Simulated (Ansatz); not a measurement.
SnO2:

```
CELL_PARAMETERS angstrom
1.61709 0.93363 4.80059
-1.61709 0.93363 4.80059
0.00000 -1.86726 4.80059
ATOMIC_POSITIONS crystal
Sn 0.50000 0.50000 0.50000
O 0.76283 0.76283 0.76283
O 0.23717 0.23717 0.23717
```

Measurements of this composition are mostly on another form, of space group No. 136.

* Program: Ansatz 0.2.0
* Task: relaxation of cell and atoms
* Functional: PBE
* Dispersion: D4
* Potentials or basis: Ansatz PAW
* Cutoff: 420 eV (not typed: the program's choice for these potentials)
* k mesh: 10 × 10 × 10
* Occupations: fermi-dirac, width 0.05 eV
* Spin: no spin polarisation

At the start: volume 14.50 Å³/atom.

Question: How do energy, volume and symmetry change on relaxing?

Answer: It ends after 11 steps and the volume is 12.85 Å³/atom (-11.3 %); space group R-3m (No. 166, to 0.05 Å).

Step by step:
```csv
step,energy change (eV),largest force (eV/Å),volume (Å³)
1,0.0000,0.1306,43.49
2,-0.0406,0.0894,40.72
3,-0.0603,0.0804,39.03
4,-0.0606,0.0093,39.19
5,-0.0605,0.0038,39.22
6,-0.0509,0.0060,39.22
7,-0.0560,0.0002,38.38
8,-0.0550,0.0011,38.67
9,-0.0525,0.0001,38.67
10,-0.0531,0.0002,38.56
11,-0.0526,0.0002,38.56
```

Final structure:
```xyz
3
Lattice="1.6192 0.9348 4.2461 -1.6192 0.9348 4.2461 0.0000 -1.8697 4.2461" Properties=species:S:1:pos:R:3 pbc="T T T"
Sn    0.0000    0.0000    6.3691
O     0.0000    0.0000    9.6274
O     0.0000    0.0000    3.1107
```

Caveat: the plane-wave basis is chosen anew once the cell has moved, so the energies of steps on either side of that aren't comparable; the pressure holds a Pulay correction of +0.8 GPa for the finite cutoff.
